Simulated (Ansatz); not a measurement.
The system is TiC.

```xyz
2
Lattice="3.0421 0.0000 0.0000 -1.5210 2.6345 0.0000 0.0000 0.0000 2.6980" Properties=species:S:1:pos:R:3 pbc="T T T"
Ti    0.0000    0.0000    1.3490
C     0.0000    1.7564    0.0000
```

The cell was built by a generator and needn't be a form met in nature.

* Program: Ansatz 0.2.0
* Task: relaxation of cell and atoms
* Functional: HSEsol
* Potentials or basis: Ansatz PAW
* Cutoff: 420 eV (not typed: the program's choice for these potentials)
* k mesh: 5 × 5 × 5
* Occupations: fermi-dirac, width 0.05 eV
* Spin: no spin polarisation

At the start: volume 10.81 Å³/atom.

How do energy, volume and symmetry change on relaxing?

It ends after 8 steps and the volume is 10.45 Å³/atom (-3.3 %); space group P-6m2 (No. 187, to 0.05 Å).

The path:
```tsv
step	energy change (eV)	largest force (eV/Å)	volume (Å³)
1	0.0000	0.0000	21.62
2	-0.0243	0.0000	20.93
3	-0.0281	0.0000	20.91
4	-0.0287	0.0000	20.91
5	-0.0288	0.0000	20.91
6	-0.0283	0.0000	20.91
7	-0.0283	0.0000	20.90
8	-0.0283	0.0000	20.90
```

Final structure:
```
Ti C
1.0
     3.05354    0.00000    0.00000
    -1.52677    2.64444    0.00000
     0.00000    0.00000    2.58865
Ti C
1 1
Cartesian
  0.0000 0.0000 1.2943
  0.0000 1.7630 0.0000
```

Caveat: the k mesh is coarse (spacing up to 0.48 Å⁻¹), so the values aren't converged, least of all with exact exchange; the plane-wave basis is chosen anew once the cell has moved, so the energies of steps on either side of that aren't comparable; the PAW data sets come from PBE, with cores solved anew for the run's functional, which leaves a small shift of forces and pressure.
